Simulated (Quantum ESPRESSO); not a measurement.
The system is MgS (Niningerite).

```
CELL_PARAMETERS angstrom
0.00000 2.60165 2.60165
2.60165 0.00000 2.60165
2.60165 2.60165 0.00000
ATOMIC_POSITIONS crystal
S 0.50000 0.50000 0.50000
Mg 0.00000 0.00000 0.00000
```

Base run:

```yaml
Program: Quantum ESPRESSO 7.5
Functional: M06L
Potentials_or_basis: SG15 PBE 1.2
Cutoff: 952 eV
Density_cutoff: 3810 eV
k_mesh: 7 × 7 × 7
Occupations: fermi-dirac, width 0.05 eV
Spin: no spin polarisation
```

Its results: band gap on the k mesh 4.46 eV, indirect (least direct gap 4.96 eV); pressure 5.2 GPa.

The run is repeated on the same cell with these changes: functional from M06L to SCAN. What comes out?

Band gap on the k mesh 3.76 eV, indirect (least direct gap 4.56 eV); pressure 0.2 GPa.

Caveats: the potentials were made for another functional, which shifts forces and pressure; the mesh misses the band edges, which the band path finds closer together; some levels on the path didn't converge (some runs).
